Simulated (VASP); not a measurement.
Given:

```
Li3N
1.0
    1.81632    -3.14595     0.00000
    1.81632     3.14595     0.00000
    0.00000     0.00000     3.86620
Li N
3 1
Direct
  0.33333   0.66667   0.00000
  0.66667   0.33333   0.00000
  0.00000   0.00000   0.50000
  0.00000   0.00000   0.00000
```

Level of theory: PBE GGA, VASP's PBE PAW potentials (set 64) (plane waves; VASP). Run with 600 eV cut-off, 6×6×6 Γ-centred mesh, Gaussian smearing of 0.050 eV, potentials Li_sv N.

Energy and stress use the plane-wave basis of the starting cell.

The ions, cell shape and volume at an external pressure of 5.0 GPa are relaxed. Which structure does the run end with?

```
Li3N
1.0
    1.76711    -3.06072     0.00000
    1.76711     3.06072     0.00000
    0.00000     0.00000     3.76192
Li N
3 1
Cartesian
  1.76711   1.02024   0.00000
  1.76711  -1.02024   0.00000
  0.00000   0.00000   1.88096
  0.00000   0.00000   0.00000
```
Space group P6/mmm (191), at a tolerance of 0.03 Å.

How do energy and volume change from the first to the last step?

The energy (σ→0) changes by +12.5 meV/atom and the volume by -7.9 %, in 4 ionic steps.

The compound is Li3N in the alpha structure. This run relaxes it under an external pressure of 5 GPa. Symmetry was kept, so distortions that lower it aren't found.
